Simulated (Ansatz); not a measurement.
# Rb: the cost of one run

Program: Ansatz 0.2.0. Level of theory: DFT PBE, scalar-relativistic, plane waves, PAW. These are calculated values, not measurements.

### Step 1. The starting structure

Symmetry: P4/nmm, No. 129, tetragonal system. Conventional cell: a = 5.909 Å, b = 5.909 Å, c = 17.000 Å, α = 90.00°, β = 90.00°, γ = 90.00°.

Structure file:

```
Rb
1.0
     5.90902    0.00000    0.00000
     0.00000    5.90902    0.00000
     0.00000    0.00000   17.00000
Rb
2
Cartesian
  0.0000 2.9545 7.1346
  2.9545 0.0000 9.8654
```

Recipe of the guess: thin slice cut from a crystal along (001). The dimensions are guesses.

Only a and b are periodic; c spans vacuum, so the box's volume, pressure and space group aren't properties of the sheet.

### Step 2. A first look at the guess

Input file input.yaml:

```yaml
crystal:
  lattice:
    - [5.909024, 0.0, 0.0]
    - [0.0, 5.909024, 0.0]
    - [0.0, 0.0, 17.0]
  atoms:
    - { symbol: Rb, position: [0.0, 0.5, 0.41968102] }
    - { symbol: Rb, position: [0.5, 0.0, 0.58031898] }
  periodic: [true, true, false]
basis:
  ecutwfc: 420
kpoints:
  mp_grid: { grid: [4, 4, 1] }
hamiltonian:
  xc: pbe
scf:
  occupations: { method: gaussian, width: 0.1 }
  lower_state_search: "off"
output:
  forces: true
  stress: true
  eigenvalues: true
```

Launch:

```sh
$ ansatz run input.yaml --threads 1 --pin off --max-ram 2560MiB --backend cpu --events-out ev --progress --plain --runs-dir out
```

Q: Estimate wall time and peak memory on 1 thread of Arm Neoverse V2, shared host.

About 5.7 s, with a peak of 0.67 GiB.
